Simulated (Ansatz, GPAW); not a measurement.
This is a calculation of Ti (Titanium) for GPAW 26.7.0 (ASE script). 

File run.py:

```python
from ase.dft.bandgap import bandgap
from ase.io import read, write
from ase.units import GPa
from gpaw import GPAW, PW

atoms = read('POSCAR')

calc = GPAW(mode=PW(600),
            xc='PBE',
            kpts={'size': (10, 10, 6), 'gamma': True},
            occupations={'name': 'methfessel-paxton', 'order': 0, 'width': 0.020999999999999998},
            nbands=24,
            convergence={'density': 1e-05, 'energy': 1e-05},
            maxiter=150,
            txt='gpaw.txt')
atoms.calc = calc
energy = atoms.get_potential_energy()
forces = atoms.get_forces()
stress = atoms.get_stress()
calc.write('gs.gpw')
write('result.traj', atoms)
print(f'Energy: {energy:.6f} eV')
print('Forces (eV/A):')
print(forces.round(4))
print('Stress (GPa):', (stress / GPa).round(3))
print('Fermi level:', round(calc.get_fermi_level(), 4), 'eV')
print(f'Gap: {bandgap(calc)[0]:.4f} eV, direct: {bandgap(calc, direct=True)[0]:.4f} eV')
```

File POSCAR:

```
Ti
1.0
    2.9500000000      0.0000000000      0.0000000000
   -1.4750000000      2.5547749412      0.0000000000
    0.0000000000      0.0000000000      4.6800000000
Ti
2
Direct
    0.6666666667      0.3333333333      0.7500000000
    0.3333333333      0.6666666667      0.2500000000
```

Potentials or basis: GPAW PAW data sets (gpaw-data 1.2.1), pw.

Command:

```console
$ OMP_NUM_THREADS=1 python run.py
```

Problem. Set up the same calculation for Ansatz 0.2.0. Potentials or basis there: all-electron LAPW, scalar-relativistic.

Solution. As run (cutoffs and basis follow the program's own potentials, and thresholds, step limits or extra output files can differ):

The input input.yaml:

```yaml
crystal:
  lattice:
    - [2.95, 0.0, 0.0]
    - [-1.475, 2.5547749412, 0.0]
    - [0.0, 0.0, 4.68]
  atoms:
    - { symbol: Ti, position: [0.6666666667, 0.3333333333, 0.75] }
    - { symbol: Ti, position: [0.3333333333, 0.6666666667, 0.25] }
kpoints:
  mp_grid: { grid: [10, 10, 6] }
scf:
  occupations: { method: gaussian, width: 0.021 }
hamiltonian:
  xc: pbe
  pseudopotentials: { kind: all_electron, lapw: { basis_error: 0.001 } }
output:
  forces: true
  stress: true
  eigenvalues: true
```

Potentials or basis: all-electron LAPW, scalar-relativistic.

Run with:

```console
$ ansatz run input.yaml --threads 1 --pin off --max-ram 3072MiB --backend cpu --events-out ev --progress --plain --runs-dir out
```

Both were run:

|  | GPAW | Ansatz |
| --- | --- | --- |
| Pressure | -2.0 GPa | -1.4 GPa |

Where Ansatz's input types no cutoff or centring, it takes its own default and a Γ-centred mesh.

Pressure is positive in compression.
